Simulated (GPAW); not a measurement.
Runs of GPAW 26.7.0 on Fe. The structure is cubic, space group Im-3m (No. 229). The conventional cell has a = 2.886 Å, b = 2.886 Å, c = 2.886 Å, α = 90.00°, β = 90.00°, γ = 90.00°. Fe (site symmetry m-3m) has 8 Fe at 2.50 Å as nearest neighbours. 

| task | level | cell | optimizer | fmax | max steps | convergence | gap on the mesh (eV) | pressure (GPa) | moment (μB) | relaxed volume (Å³/atom) |
| --- | --- | --- | --- | --- | --- | --- | --- | --- | --- | --- |
| relaxation of cell and atoms | PBEsol+D4 | relaxed | BFGS | 0.02 eV/Å | 60 | density=1e-05 forces=0.0001 | none | -0.2 | 2.05 | 10.81 |
| single point | PBEsol | as given | - | - | - | - | none | (b) | 2.26 | - |
| single point | PBEsol | cell strained at random at fixed volume | - | - | - | - | none | -15.8 | 2.26 | - |
| relaxation of cell and atoms | PBEsol+D3(BJ)+ATM | relaxed | BFGS | 0.02 eV/Å | 60 | density=1e-05 forces=0.0001 | none | -0.2 | 2.05 | (a) |
| relaxation of cell and atoms | PBEsol | relaxed | BFGS | 0.02 eV/Å | 60 | density=1e-05 forces=0.0001 | none | -0.2 | 2.07 | 10.95 |

Alike in all rows: potentials or basis PAW data sets generated in the run's folder for this functional, pw; spin collinear, ferromagnetic start; k mesh 13 × 13 × 13; cutoff (eV) 600; smearing fermi-dirac 0.05 eV.

Estimate the missing entries.

(a) 10.76; (b) -16.0.

Caveats: each step starts from the last one's moments, so a moment once lost doesn't come back (some runs); later steps reuse the first step's grids (some runs); pairwise dispersion overbinds metals, which lowers pressure and volume (some runs); so large a pressure means that the cell lies far from this level's equilibrium, or that cutoff or potentials fall short (some runs).

A gap of «none» marks a metal or a gap under the smearing width.
